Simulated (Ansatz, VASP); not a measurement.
## CdTe in VASP and in Ansatz

The input INCAR:

```
SYSTEM = CdTe
PREC = Accurate
ENCUT = 520
EDIFF = 1E-6
ISMEAR = -1
SIGMA = 0.02
LREAL = .FALSE.
LASPH = .TRUE.
NELM = 80
ALGO = Normal
ISIF = 2
LWAVE = .FALSE.
LCHARG = .FALSE.
GGA = PE
NBANDS = 16
```

Contents of KPOINTS:

```
regular mesh
0
G
  3 3 3
  0 0 0
```

POSCAR

```
CdTe
1.0
    0.0000000000      3.2050000000      3.2050000000
    3.2050000000      0.0000000000      3.2050000000
    3.2050000000      3.2050000000      0.0000000000
Te Cd
1 1
Direct
    0.7500000000      0.7500000000      0.7500000000
    0.0000000000      0.0000000000      0.0000000000
```

File input.yaml:

```yaml
crystal:
  lattice:
    - [0.0, 3.205, 3.205]
    - [3.205, 0.0, 3.205]
    - [3.205, 3.205, 0.0]
  atoms:
    - { symbol: Te, position: [0.75, 0.75, 0.75] }
    - { symbol: Cd, position: [0.0, 0.0, 0.0] }
kpoints:
  mp_grid: { grid: [3, 3, 3] }
scf:
  occupations: { method: fermi_dirac, width: 0.02 }
hamiltonian:
  xc: pbe
  pseudopotentials: { kind: all_electron, lapw: { basis_error: 0.002 } }
output:
  forces: true
  stress: true
  eigenvalues: true
```

Alike in both runs: task single point; functional PBE; k mesh 3 × 3 × 3; occupations fermi-dirac, width 0.02 eV; no spin polarisation.

```csv
,VASP,Ansatz
version,VASP 6.6.1,Ansatz 0.2.0
potentials or method,"VASP PAW PBE potentials, release 64 (Te, Cd)","all-electron LAPW, scalar-relativistic"
plane-wave cutoff (eV),520,see its input
```

```tsv
	VASP	Ansatz	Ansatz less VASP
gap on the k mesh at the Fermi level (eV)	0.84	0.84	0.000
least direct gap on the mesh (eV)	0.84	0.84	0.000
pressure (GPa)	5.3	5.2	-0.15
```

Ansatz ran all-electron here, so the differences hold the error of VASP's frozen core and of both bases.

Caveats: the k mesh is coarse (spacing up to 0.57 Å⁻¹), so the values aren't converged; spin-orbit coupling is left out, which moves the levels of the heavy elements. PBE gaps usually lie below the measured ones, often by a third to a half.
